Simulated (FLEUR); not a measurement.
# Al (Fm-3m) in FLEUR: a series of runs

One crystal, Al, is run at these levels: Wu-Cohen GGA; tasks: band structure, equation of state.

Program: FLEUR MaX-R8.1 (patched build s14). These are calculated values, not measurements. Logs are shortened: lines on timing, memory, paths and dates and some standing lists are left out, and cuts for length are marked.

**What was measured.**

“The interpretation of polycrystalline coherent inelastic neutron scattering from aluminium”, 2013, pmc:3831299 quotes, for a bulk crystal of Al: bulk modulus 76.9 GPa.

The runs below are set against these values where they give the same quantity.

## Step 1: Starting point

It takes space group Fm-3m (No. 225, cubic). Conventional cell: a = 4.050 Å, b = 4.050 Å, c = 4.050 Å, α = 90.00°, β = 90.00°, γ = 90.00°. Al (site symmetry m-3m) is surrounded by 12 Al at 2.86 Å.

## Step 2: Band structure, Wu-Cohen GGA

The input, inp.xml:

```xml
<?xml version="1.0" encoding="UTF-8" standalone="no"?>
<fleurInput fleurInputVersion="0.39">
   <comment>
      Al                                                                                                  
   </comment>
   <calculationSetup>
      <cutoffs Kmax="3.8" Gmax="11.8" GmaxXC="11.8" numbands="0"/>
      <scfLoop itmax="60" minDistance="0.00001" maxIterBroyd="15" imix="Anderson" alpha="0.05" precondParam="0.0" spinf="2.0"/>
      <coreElectrons ctail="T" frcor="F" kcrel="0" coretail_lmax="0"/>
      <xcFunctional name="wc" relativisticCorrections="F"/>
      <magnetism jspins="1"/>
      <soc l_soc="F" theta="0.0" phi="0.0" spav="F"/>
      <expertModes spex="0" secvar="F"/>
      <geometryOptimization l_f="F" forcealpha="1.0" forcemix="BFGS" epsdisp="0.00001" epsforce="0.00001"/>
      <ldaU l_linMix="F" mixParam="0.05" spinf="1.0"/>
   </calculationSetup>
   <cell>
      <bzIntegration valenceElectrons="11.0" mode="hist" fermiSmearingEnergy="0.00183747">
         <kPointListSelection listName="default-1"/>
         <!-- k-points included here -->
         <xi:include xmlns:xi="http://www.w3.org/2001/XInclude" href="kpts.xml"> </xi:include>
      </bzIntegration>
      <!-- symmetry operations included here -->
      <xi:include xmlns:xi="http://www.w3.org/2001/XInclude" href="sym.xml"> </xi:include>
      <bulkLattice scale="1.0">
         <bravaisMatrix>
            <row-1>    0.0000000000000000     3.8263269057207032     3.8263269057207032</row-1>
            <row-2>    3.8263269057207032     0.0000000000000000     3.8263269057207032</row-2>
            <row-3>    3.8263269057207032     3.8263269057207032     0.0000000000000000</row-3>
         </bravaisMatrix>
      </bulkLattice>
   </cell>
   <atomSpecies>
      <species name="Aluminum (Al)" element="Al" atomicNumber="13">
         <mtSphere radius="2.51" gridPoints="829" logIncrement="0.014"/>
         <atomicCutoffs lmax="10" lnonsphr="8"/>
         <electronConfig flipSpins="F">
            <coreConfig>(1s1/2)</coreConfig>
            <valenceConfig>(2s1/2) (2p1/2) (2p3/2) (3s1/2) (3p1/2) (3p3/2)</valenceConfig>
            <stateOccupation state="(3p1/2)" spinUp="0.166667" spinDown="0.166667"/>
            <stateOccupation state="(3p3/2)" spinUp="0.333333" spinDown="0.333333"/>
         </electronConfig>
         <energyParameters s="3" p="3" d="3" f="4"/>
         <lo type="SCLO" l="0" n="2" eDeriv="0"/>
         <lo type="SCLO" l="1" n="2" eDeriv="0"/>
         <lo type="SCLO" l="2" n="3" eDeriv="2"/>
         <lo type="SCLO" l="3" n="4" eDeriv="2"/>
      </species>
   </atomSpecies>
   <atomGroups>
      <atomGroup species="Aluminum (Al)">
         <relPos label="                   1">.0000000000 .0000000000 .0000000000</relPos>
         <force calculate="T" relaxXYZ="TTT"/>
      </atomGroup>
   </atomGroups>
   <output dos="F" band="F" slice="F">
      <checks vchk="F" cdinf="F"/>
      <bandDOS minEnergy="-.5*Htr" maxEnergy="0.5*Htr" sigma="0.015" storeEVData="T"/>
      <vacuumDOS vacdos="F" integ="F" star="F" nstars="0" locx1="0.0" locy1="0.0" locx2="0.0" locy2="0.0" nstm="0" tworkf="0.0"/>
      <unfoldingBand unfoldBand="F" supercellX="1" supercellY="1" supercellZ="1"/>
      <plotting iplot="0" polar="F">
         <plot TwoD="T" vec1="  1.0  0.0  0.0" vec2="  0.0  1.0  0.0" vec3="  0.0  0.0  1.0" zero="  0.0  0.0  0.0" file="plot"/>
      </plotting>
      <chargeDensitySlicing numkpt="0" minEigenval="0.0" maxEigenval="0.0" nnne="0" pallst="F"/>
      <specialOutput eonly="F"/>
      <magneticCircularDichroism mcd="F" energyLo="-10.0" energyUp="0.0"/>
   </output>
  <!-- We include the file relax.xml here to enable relaxations (see documentation) -->
  <xi:include xmlns:xi="http://www.w3.org/2001/XInclude" href="relax.xml"> <xi:fallback/> </xi:include>
</fleurInput>
```

The input, crystal.txt:

```
Al
&input cartesian=F /
0.0000000000  2.0248050000  2.0248050000
2.0248050000  0.0000000000  2.0248050000
2.0248050000  2.0248050000  0.0000000000
1.8897261246
1.0 1.0 1.0

1
13 0.0000000000  0.0000000000  0.0000000000

&kpt div1=11 div2=11 div3=11 gamma=T /
```

The input, inp.xml (bands):

```
<?xml version="1.0" encoding="UTF-8" standalone="no"?>
<fleurInput fleurInputVersion="0.39">
   <comment>
      Al                                                                                                  
   </comment>
   <calculationSetup>
      <cutoffs Kmax="3.8" Gmax="11.8" GmaxXC="11.8" numbands="0"/>
      <scfLoop itmax="60" minDistance="0.00001" maxIterBroyd="15" imix="Anderson" alpha="0.05" precondParam="0.0" spinf="2.0"/>
      <coreElectrons ctail="T" frcor="F" kcrel="0" coretail_lmax="0"/>
      <xcFunctional name="wc" relativisticCorrections="F"/>
      <magnetism jspins="1"/>
      <soc l_soc="F" theta="0.0" phi="0.0" spav="F"/>
      <expertModes spex="0" secvar="F"/>
      <geometryOptimization l_f="F" forcealpha="1.0" forcemix="BFGS" epsdisp="0.00001" epsforce="0.00001"/>
      <ldaU l_linMix="F" mixParam="0.05" spinf="1.0"/>
   </calculationSetup>
   <cell>
      <bzIntegration valenceElectrons="11.0" mode="hist" fermiSmearingEnergy="0.00183747">
         <kPointListSelection listName="path-1"/>
         <!-- k-points included here -->
         <xi:include xmlns:xi="http://www.w3.org/2001/XInclude" href="kpts.xml"> </xi:include>
      </bzIntegration>
      <!-- symmetry operations included here -->
      <xi:include xmlns:xi="http://www.w3.org/2001/XInclude" href="sym.xml"> </xi:include>
      <bulkLattice scale="1.0">
         <bravaisMatrix>
            <row-1>    0.0000000000000000     3.8263269057207032     3.8263269057207032</row-1>
            <row-2>    3.8263269057207032     0.0000000000000000     3.8263269057207032</row-2>
            <row-3>    3.8263269057207032     3.8263269057207032     0.0000000000000000</row-3>
         </bravaisMatrix>
      </bulkLattice>
   </cell>
   <atomSpecies>
      <species name="Aluminum (Al)" element="Al" atomicNumber="13">
         <mtSphere radius="2.51" gridPoints="829" logIncrement="0.014"/>
         <atomicCutoffs lmax="10" lnonsphr="8"/>
         <electronConfig flipSpins="F">
            <coreConfig>(1s1/2)</coreConfig>
            <valenceConfig>(2s1/2) (2p1/2) (2p3/2) (3s1/2) (3p1/2) (3p3/2)</valenceConfig>
            <stateOccupation state="(3p1/2)" spinUp="0.166667" spinDown="0.166667"/>
            <stateOccupation state="(3p3/2)" spinUp="0.333333" spinDown="0.333333"/>
         </electronConfig>
         <energyParameters s="3" p="3" d="3" f="4"/>
         <lo type="SCLO" l="0" n="2" eDeriv="0"/>
         <lo type="SCLO" l="1" n="2" eDeriv="0"/>
         <lo type="SCLO" l="2" n="3" eDeriv="2"/>
         <lo type="SCLO" l="3" n="4" eDeriv="2"/>
      </species>
   </atomSpecies>
   <atomGroups>
      <atomGroup species="Aluminum (Al)">
         <relPos label="                   1">.0000000000 .0000000000 .0000000000</relPos>
         <force calculate="T" relaxXYZ="TTT"/>
      </atomGroup>
   </atomGroups>
   <output dos="F" band="T" slice="F">
      <checks vchk="F" cdinf="F"/>
      <bandDOS minEnergy="-.5*Htr" maxEnergy="0.5*Htr" sigma="0.015" storeEVData="T"/>
      <vacuumDOS vacdos="F" integ="F" star="F" nstars="0" locx1="0.0" locy1="0.0" locx2="0.0" locy2="0.0" nstm="0" tworkf="0.0"/>
      <unfoldingBand unfoldBand="F" supercellX="1" supercellY="1" supercellZ="1"/>
      <plotting iplot="0" polar="F">
         <plot TwoD="T" vec1="  1.0  0.0  0.0" vec2="  0.0  1.0  0.0" vec3="  0.0  0.0  1.0" zero="  0.0  0.0  0.0" file="plot"/>
      </plotting>
      <chargeDensitySlicing numkpt="0" minEigenval="0.0" maxEigenval="0.0" nnne="0" pallst="F"/>
      <specialOutput eonly="F"/>
      <magneticCircularDichroism mcd="F" energyLo="-10.0" energyUp="0.0"/>
   </output>
  <!-- We include the file relax.xml here to enable relaxations (see documentation) -->
  <xi:include xmlns:xi="http://www.w3.org/2001/XInclude" href="relax.xml"> <xi:fallback/> </xi:include>
</fleurInput>
```

Potentials or basis: all-electron, FLAPW.

Command:

```sh
$ inpgen -f crystal.txt -profile fastHighL
$ # inp.xml edited to the form shown
$ fleur
$ fleur   # second run, on inp.xml (bands)
```

The program printed:

```text
Welcome to FLEUR        (www.flapw.de)
      MaX-Release 8.1          (www.max-centre.eu)

 ========== k-point set info ==========
 Selected k-point list: default-1
 k-point list type: mesh
 11 x 11 x 11
 Number of k points: 56

 ------------Calculation Setup---------------------------
 Number of OMP-threads    :            1
 Number of basis functions:          141
 Approximate size of matrices (H+S) per k-point:         0.000 GB
 --------------------------------------------------------
 Iteration:     1   Distance:       3.72767662 me/bohr^3
 Iteration:     2   Distance:       3.52084378 me/bohr^3
 Iteration:     3   Distance:       1.10139896 me/bohr^3
 Iteration:     4   Distance:       0.09449538 me/bohr^3
 Iteration:     5   Distance:       0.08282086 me/bohr^3
 Iteration:     6   Distance:       0.00475951 me/bohr^3
 Iteration:     7   Distance:       0.00786477 me/bohr^3
 Iteration:     8   Distance:       0.00023386 me/bohr^3
 Iteration:     9   Distance:       0.00003840 me/bohr^3
 Iteration:    10   Distance:       0.00000207 me/bohr^3

 ********************************************************************
 Run finished successfully
 Stop message:
   all done
 ********************************************************************
```

output (bands):

```text
Welcome to FLEUR        (www.flapw.de)
      MaX-Release 8.1          (www.max-centre.eu)

 ========== k-point set info ==========
 Selected k-point list: path-1
 k-point list type: path
 Number of k points: 60

 ------------Calculation Setup---------------------------
 Number of OMP-threads    :            1
 Number of basis functions:          141
 Approximate size of matrices (H+S) per k-point:         0.000 GB
 --------------------------------------------------------
 Fermi energy correction for metals:
 Fermi energy in bands.* files may not be consistent with last density.
 Please correct it manually (e.g. in band.gnu file).

 Note: Band structure data (together with different weights) is also stored in the banddos.hdf file.
       A convenient way of extracting and plotting the data from that file is by making use of the

 ********************************************************************
 Run finished successfully
 Stop message:
   Charge density postprocessing done.
 ********************************************************************
```

out.xml (last iteration):

```text
<iteration numberForCurrentRun="   10" overallNumber="   10">
         <energyParameters units="Htr">
            <atomicEP atomType="1" spin="1" branch="3s" branchLowest="-3.52" branchHighest="0.90" value="0.0690817105"/>
            <atomicEP atomType="1" spin="1" branch="3p" branchLowest="-2.11" branchHighest="1.31" value="0.2304311917"/>
            <atomicEP atomType="1" spin="1" branch="3d" branchLowest="-9.99" branchHighest="1.68" value="0.4123858066"/>
            <atomicEP atomType="1" spin="1" branch="4f" branchLowest="-9.99" branchHighest="3.23" value="0.5815620238"/>
            <loAtomicEP atomType="1" spin="1" branch="2s" branchLowest="-55.03" branchHighest="-3.52" value="-3.5175274707"/>
            <loAtomicEP atomType="1" spin="1" branch="2p" branchLowest="-9.99" branchHighest="-2.11" value="-2.1103826966"/>
            <loAtomicEP atomType="1" spin="1" branch="3d" branchLowest="-9.99" branchHighest="1.68" value="0.4123833802"/>
            <loAtomicEP atomType="1" spin="1" branch="4f" branchLowest="-9.99" branchHighest="3.23" value="0.5815607923"/>
         </energyParameters>
         <eigenvalues>
            <eigenvaluesAt spin="1" ikpt="1" k_x="0.00000000" k_y="0.00000000" k_z="0.00000000">
                      -3.5176255512       -2.1099952424       -2.1099952424       -2.1099952424       -0.1324760064
                       0.7365566044        0.7365566044        0.7365566044        0.7906367238
            </eigenvaluesAt>
            <eigenvaluesAt spin="1" ikpt="2" k_x="0.00000000" k_y="0.00000000" k_z="0.09090909">
                      -3.5176177206       -2.1100590492       -2.1100052566       -2.1100052566       -0.1242578080
                       0.6295922002        0.7128635239        0.7128635239        0.8162547914
            </eigenvaluesAt>
            <eigenvaluesAt spin="1" ikpt="3" k_x="0.00000000" k_y="0.00000000" k_z="0.18181818">
                      -3.5175966344       -2.1102296980       -2.1100320358       -2.1100320358       -0.0996856342
                       0.4958239084        0.6859086301        0.6859086301        0.8084069771
            </eigenvaluesAt>
            <eigenvaluesAt spin="1" ikpt="4" k_x="0.00000000" k_y="0.00000000" k_z="0.27272727">
                      -3.5175692241       -2.1104530452       -2.1100671233       -2.1100671233       -0.0590015273
                       0.3701350669        0.6708622623        0.6708622623        0.7996957918
            </eigenvaluesAt>
         </eigenvalues>
         <bandgap value="0.2382629074" units="eV"/>
         <sumValenceSingleParticleEnergies value="-19.3585111765" units="Htr"/>
         <FermiEnergy value="0.2752091418" units="Htr"/>
         <valenceDensity>
            <mtCharges spin="1">
               <mtCharge atomType="1" total="9.8341219" s="2.8216398" p="6.8289589" d="0.1709689" f="0.0116097"/>
            </mtCharges>
            <spinDependentCharge spin="1" total="11.0000000" interstitial="1.1658781" mtSpheres="9.8341219"/>
            <totalCharge value="11.0000000000"/>
         </valenceDensity>
         <coreStates atomType="     1" atomicNumber=" 13" spin="1" kinEnergy="    159.0377997343" eigValSum="   -110.0683200370" lostElectrons=" 0.000000">
            <state n="1" l="0" j="0.5" energy="-55.0341600185" weight="1.0000000000"/>
         </coreStates>
         <allElectronCharges>
            <spinDependentCharge spin="1" total="13.0000000" interstitial="1.1658781" mtSpheres="11.8341219"/>
            <totalCharge value="13.0000000001"/>
         </allElectronCharges>
         <totalEnergy                                    value="     -242.6187970910" units="Htr">
            <sumOfEigenvalues                            value="     -129.4268312136">
               <coreElectrons value="-110.0683200370"/>
               <valenceElectrons value="-19.3585111765"/>
            </sumOfEigenvalues>
            <densityCoulombPotentialIntegral value="-348.5380621058"/>
            <densityEffectivePotentialIntegral value="-372.4926740427"/>
            <chargeDenXCDenIntegral value="-18.4259518109"/>
            <FockExchangeEnergyValence value="0.0000000000"/>
            <FockExchangeEnergyCore value="0.0000000000"/>
            <atomTypeDependentContributions atomType="1">
               <electronNucleiInteractionDifferentMTs value="288.3913481116"/>
               <MadelungTerm value="-4.5983089447"/>
            </atomTypeDependentContributions>
            <tkbTimesEntropy value="0.0001475783"/>
            <freeEnergy value="-242.6189446692"/>
            <extrapolationTo0K value="-242.6188708801"/>
         </totalEnergy>
         <densityConvergence units="me/bohr^3">
            <chargeDensity spin="1" distance="0.0000020686"/>
         </densityConvergence>
      </iteration>
```

It took 4.7 s on 1 thread of INTEL XEON PLATINUM 8581C at 2.30GHz (Emerald Rapids), shared host; peak memory 0.05 GiB.

Results:

- Free energy: -6601.9978 eV
- Band gap along the path: none (metal or under the smearing width)
- Valence electrons inside the program's atomic spheres: Al 9.83 (radii Al 2.51 bohr)

Levels at the corners of the path, in eV from the Fermi level:
```csv
point,band 5,band 6,band 7,band 8,band 9
Γ,-11.09,12.55,12.55,12.55,14.03
X,-2.92,-1.61,5.26,5.53,5.53
W,-0.85,-0.85,0.18,1.04,15.75
K,-1.88,-1.36,-0.43,6.50,8.17
Γ,-11.09,12.55,12.55,12.55,14.03
L,-4.57,-4.39,11.31,11.31,11.41
U,-1.88,-1.36,-0.43,6.50,8.17
W,-0.85,-0.85,0.18,1.04,15.75
L,-4.57,-4.39,11.31,11.31,11.41
K,-1.88,-1.36,-0.43,6.50,8.17
U,-1.88,-1.36,-0.43,6.50,8.17
X,-2.92,-1.61,5.26,5.53,5.53
```

Core levels (eV from the Fermi level):
| atom | levels |
| --- | --- |
| 1 Al | 1s1/2 -1505.0 |

(Continued in part 2 of 2.)
